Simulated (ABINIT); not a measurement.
Crystal: Al2Cu.

```
Cu Al
1.0
     4.10518    0.00000    0.00000
     0.00000    4.10518    0.00000
     0.00000    0.00000    2.89131
Cu Al
1 2
Direct
  0.00000 0.00000 0.00000
  0.00000 0.50000 0.50000
  0.50000 0.00000 0.50000
```

The cell comes from a database or a generator and needn't be the stable form of this composition.

| Quantity | Value |
| --- | --- |
| Program | ABINIT 10.8.3 (patched build) |
| Task | relaxation of cell and atoms |
| Functional | PBEsol |
| Potentials or basis | PseudoDojo NC SR PBEsol v0.4.1 standard |
| Cutoff | 1252 eV |
| k mesh | 5 × 5 × 7 |
| Occupations | fermi-dirac, width 0.05 eV |
| Spin | no spin polarisation |

At the start: pressure -2.6 GPa; volume 16.24 Å³/atom.

Where does the relaxation end?

Over 10 steps the energy falls by 4.8 meV/atom and the volume is 15.82 Å³/atom (-2.6 %); space group P4/mmm (No. 123, to 0.05 Å).

The path:
```tsv
step	energy change (eV)	largest force (eV/Å)	pressure (GPa)	volume (Å³)
1	0.0000	0.0000	-2.56	48.73
2	-0.0056	0.0000	-1.85	48.34
3	-0.0119	0.0000	0.18	47.34
4	-0.0121	0.0000	0.11	47.37
5	-0.0131	0.0000	-0.11	47.46
6	-0.0141	0.0000	-0.05	47.45
7	0.0027	0.0000	0.92	47.41
8	-0.0144	0.0000	-0.03	47.47
9	-0.0144	0.0000	-0.01	47.47
10	-0.0144	0.0000	0.00	47.47
```

Final structure:
```xyz
3
Lattice="4.1168 0.0000 0.0000 0.0000 4.1168 0.0000 0.0000 0.0000 2.8007" Properties=species:S:1:pos:R:3 pbc="T T T"
Cu    0.0000    0.0000    0.0000
Al    0.0000    2.0584    1.4004
Al    2.0584    0.0000    1.4004
```
